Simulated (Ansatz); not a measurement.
# Zr: the cost of one run

Program: Ansatz 0.2.0. Level of theory: DFT PBE, scalar-relativistic, plane waves, PAW. These are calculated values, not measurements.

This is Zr in the bcc structure; at room conditions it is hcp.

## Step 1: The structure to begin with

Symmetry: Im-3m, No. 229, cubic system. The conventional cell has a = 3.620 Å, b = 3.620 Å, c = 3.620 Å, α = 90.00°, β = 90.00°, γ = 90.00°. Zr (site symmetry m-3m) is surrounded by 8 Zr at 3.14 Å.

Coordinates:

```
Zr
1.0
    -1.81000    1.81000    1.81000
     1.81000   -1.81000    1.81000
     1.81000    1.81000   -1.81000
Zr
1
Cartesian
  0.0000 0.0000 0.0000
```

The structure comes from the Crystallography Open Database.

(A quick probe on a coarse mesh, which set the mesh and smearing, is not shown.)

## Step 3: Relaxing cell and atoms

input.yaml

```yaml
crystal:
  lattice:
    - [-1.81, 1.81, 1.81]
    - [1.81, -1.81, 1.81]
    - [1.81, 1.81, -1.81]
  atoms:
    - { symbol: Zr, position: [0.0, 0.0, 0.0] }
basis:
  ecutwfc: 420
kpoints:
  mp_grid: { grid: [16, 16, 16] }
hamiltonian:
  xc: pbe
scf:
  occupations: { method: gaussian, width: 0.1 }
output:
  forces: true
  stress: true
  eigenvalues: true
relax:
  adjacent_minimum: "off"
  f_tol: 0.005
  max_steps: 80
  cell: { stress_tol: 0.05 }
```

Launch:

```console
ansatz run input.yaml --threads 1 --pin off --max-ram 2560MiB --backend cpu --events-out ev --progress --plain --runs-dir out
```

What time and memory should one allow on 1 thread of Arm Neoverse V1, shared host?

About 12 s, with a peak of 0.33 GiB.
